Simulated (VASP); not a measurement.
# Rh (Im-3m) in VASP: settings compared, part 2 of 2

VASP 6.6.1.

## Step 3: Single point, r2SCAN

Input file INCAR:

```
  PREC = Accurate
  ENCUT = 520
  EDIFF = 1E-6
  ISMEAR = 0
  SIGMA = 0.1
  LREAL = F
  LASPH = T
  NELM = 80
  ALGO = Normal
  ISIF = 2
  LWAVE = F
  LCHARG = F
  METAGGA = R2SCAN
  LMIXTAU = T
```

Input file KPOINTS:

```
regular mesh
0
Gamma
  20 20 20
```

Input file POSCAR:

```
Rh
1.0
   -1.5138500000      1.5138500000      1.5138500000
    1.5138500000     -1.5138500000      1.5138500000
    1.5138500000      1.5138500000     -1.5138500000
Rh
1
Direct
    0.0000000000      0.0000000000      0.0000000000
```

Potentials or basis: VASP PAW PBE potentials, release 64 (Rh_pv).

The run is started by

```
> cat potpaw_PBE.64/Rh_pv/POTCAR > POTCAR
> mpirun -np 1 vasp_std > vasp.out
```

OUTCAR:

```text
PREC = Accurate
   ENCUT = 520
   EDIFF = 1E-6
   ISMEAR = 0
   LREAL = F
   LASPH = T
   NELM = 80
   ISIF = 2
   METAGGA = R2SCAN

 ion  position               nearest neighbor table
   1  0.000  0.000  0.000-

  LATTYP: Found a body centered cubic cell.
 ALAT       =     3.0277000000

  Lattice vectors:

 A1 = (  -1.5138500000,   1.5138500000,   1.5138500000)
 A2 = (   1.5138500000,  -1.5138500000,   1.5138500000)
 A3 = (   1.5138500000,   1.5138500000,  -1.5138500000)

Analysis of symmetry for initial positions (statically):
=====================================================================
 Subroutine PRICEL returns:
 Original cell was already a primitive cell.

 Routine SETGRP: Setting up the symmetry group for a
 body centered cubic supercell.

 Subroutine GETGRP returns: Found 48 space group operations
 (whereof 48 operations were pure point group operations)
 out of a pool of 48 trial point group operations.

The static configuration has the point symmetry O_h .

Analysis of symmetry for dynamics (positions and initial velocities):
=====================================================================
 Subroutine PRICEL returns:
 Original cell was already a primitive cell.

 Routine SETGRP: Setting up the symmetry group for a
 body centered cubic supercell.

 Subroutine GETGRP returns: Found 48 space group operations
 (whereof 48 operations were pure point group operations)
 out of a pool of 48 trial point group operations.

The dynamic configuration has the point symmetry O_h .

 Subroutine INISYM returns: Found 48 space group operations
 (whereof 48 operations are pure point group operations),
 and found     1 'primitive' translations

----------------------------------------------------------------------------------------

                                     Primitive cell

[... 112 lines left out ...]
   LORBIT       =      0    0 simple, 1 ext, 2 COOP (PROOUT), +10 PAW based schemes
   METAGGA = R2SCAN    functional components
   LHFCALC =     F    Hartree Fock is set to
   AEXX    =    0.0000 exact exchange contribution
   IVDW    =     0    specifies the selected vdW correction
   LEPSILON=     F    determine dielectric tensor
   LRPA    =     F    only Hartree local field effects (RPA)
 non-spin polarized calculation
 Gauss-broadening in eV      SIGMA  =   0.10
  energy-cutoff  :      520.00
  volume of cell :       13.88
 maximum number of plane-waves:       386
   NGX =  9   NGY =  9   NGZ =  9

 number of electron      14.9999993 magnetization

 Free energy of the ion-electron system (eV)
  ---------------------------------------------------
  ext. energy  EPLUGINS =         0.00000000
  ---------------------------------------------------
  free energy    TOTEN  =       -23.77089932 eV

  energy without entropy =      -23.75959903  energy(sigma->0) =      -23.76524918

 E-fermi :  11.3571     XC(G=0): -15.0928

 val. band max:       11.3512363360   @ k =   0.3500   0.2500   0.0500
 cond. band min:      11.3653407013   @ k =   0.3000   0.2500   0.0500
 fundamental gap:      0.0141043653
 Fermi energy:        11.3570767638

 k-point     1 :       0.0000    0.0000    0.0000
  band No.  band energies     occupation
      1     -36.0301      2.00000
      2     -36.0301      2.00000
      3     -36.0301      2.00000
      4       3.4892      2.00000
      5       8.3714      2.00000
      6       8.3714      2.00000
      7       8.3714      2.00000
      8      10.8737      2.00000
      9      10.8737      2.00000
     10      29.3286      0.00000
     11      30.7787      0.00000
[... 309 lines left out ...]
 k-point    24 :       0.2500    0.1000    0.0000
  band No.  band energies     occupation
      1     -36.5538      2.00000
      2     -36.2078      2.00000
      3     -36.0579      2.00000
      4       5.9209      2.00000
      5       7.3384      2.00000
      6       8.6505      2.00000
      7      10.4065      2.00000
      8      11.1901      1.98179
      9      11.8359      0.00000
     10      26.8546      0.00000
     11      28.6805      0.00000

 [... further k-points ...]

------------------------ aborting loop because EDIFF is reached ----------------------------------------

  FORCE on cell =-STRESS in cart. coord.  units (eV):
  Direction    XX          YY          ZZ          XY          YZ          ZX
  --------------------------------------------------------------------------------------
  -------------------------------------------------------------------------------------
  Total        0.4747732      0.4747732      0.4747732      0.0000000      0.0000000     -0.0000000
  in kB       54.8135936     54.8135936     54.8135936      0.0000000      0.0000000     -0.0000000
  external PRESSURE =      54.8135936 kB  Pullay stress =       0.0000000 kB

 VOLUME and BASIS-vectors are now :
 -----------------------------------------------------------------------------
  energy-cutoff  :      520.00
  volume of cell :       13.88
      direct lattice vectors                 reciprocal lattice vectors
    -1.513850000  1.513850000  1.513850000     0.000000000  0.330283714  0.330283714
     1.513850000 -1.513850000  1.513850000     0.330283714  0.000000000  0.330283714
     1.513850000  1.513850000 -1.513850000     0.330283714  0.330283714  0.000000000

 POSITION                                       TOTAL-FORCE (eV/Angst)
 -----------------------------------------------------------------------------------
      0.00000      0.00000      0.00000        -0.000000     -0.000000      0.000000
 -----------------------------------------------------------------------------------
    total drift:                                0.000000      0.000000      0.000000

  FREE ENERGIE OF THE ION-ELECTRON SYSTEM (eV)
  ---------------------------------------------------
  free  energy   TOTEN  =       -23.7708993186 eV

  energy  without entropy=      -23.7595990314  energy(sigma->0) =      -23.76524918
```

OSZICAR:

```text
N       E                     dE             d eps       ncg     rms          rms(c)
DAV:   1     0.982627976184E+02    0.98263E+02   -0.95346E+03  5643   0.149E+03
DAV:   2    -0.269742627724E+02   -0.12524E+03   -0.12029E+03  5830   0.398E+02
DAV:   3    -0.286021666541E+02   -0.16279E+01   -0.16050E+01  6415   0.515E+01
DAV:   4    -0.286132966045E+02   -0.11130E-01   -0.11126E-01  6440   0.431E+00
DAV:   5    -0.286135338159E+02   -0.23721E-03   -0.23720E-03  6769   0.518E-01    0.129E+01
DAV:   6    -0.235143847339E+02    0.50991E+01   -0.62309E+00  5872   0.371E+01    0.332E+00
DAV:   7    -0.237596235384E+02   -0.24524E+00   -0.56156E-01  5692   0.111E+01    0.268E+00
DAV:   8    -0.237674526867E+02   -0.78291E-02   -0.36534E-02  5989   0.252E+00    0.519E-01
DAV:   9    -0.237720218783E+02   -0.45692E-02   -0.19846E-02  5932   0.173E+00    0.164E-01
DAV:  10    -0.237707689758E+02    0.12529E-02   -0.16220E-03  6232   0.556E-01    0.910E-02
DAV:  11    -0.237709077773E+02   -0.13880E-03   -0.29178E-04  6385   0.232E-01    0.123E-02
DAV:  12    -0.237708608737E+02    0.46904E-04   -0.37330E-05  6199   0.682E-02    0.238E-02
DAV:  13    -0.237708901006E+02   -0.29227E-04   -0.13673E-05  6199   0.526E-02    0.982E-03
DAV:  14    -0.237708988903E+02   -0.87897E-05   -0.39731E-06  6154   0.199E-02    0.383E-03
DAV:  15    -0.237708993186E+02   -0.42834E-06   -0.29451E-07  3248   0.586E-03
   1 F= -.23770899E+02 E0= -.23765249E+02  d E =-.113003E-01
```

stdout:

```text
POSCAR found type information on POSCAR Rh
 POSCAR found :  1 types and       1 ions
 scaLAPACK will be used
 -----------------------------------------------------------------------------
|                                                                             |
|                                                                             |
|     You enforced a specific xc type in the INCAR file but a different       |
|     I HOPE YOU KNOW WHAT YOU ARE DOING!                                     |
|                                                                             |
 -----------------------------------------------------------------------------

 LDA part: xc-table for (None), standard interpolation
 POSCAR, INCAR and KPOINTS ok, starting setup
 FFT: planning ... GRIDC
 FFT: planning ... GRID_SOFT
 FFT: planning ... GRID
 WAVECAR not read
 entering main loop
```

Run time: 61 s. Hardware: 1 thread of Intel Xeon 6975P-C (Granite Rapids), shared host; peak memory 0.16 GiB.

What came out:

* Free energy: -23.7709 eV
* Pressure: 5.5 GPa
* Band gap on the k mesh: none (metal or under the smearing width)

Levels at points of the mesh, in eV from the Fermi level:
```csv
k point,band 5,band 6,band 7,band 8,band 9,band 10
"(0.00, 0.00, 0.00)",-2.99,-2.99,-2.99,-0.48,-0.48,17.97
"(0.50, 0.00, 0.00)",-4.58,-0.52,-0.11,1.55,1.74,9.97
"(0.50, 0.50, 0.50)",-6.11,1.21,1.21,1.21,10.12,10.12
```

Caveat: the PAW data sets were made with another functional, which shifts forces and pressure a little.
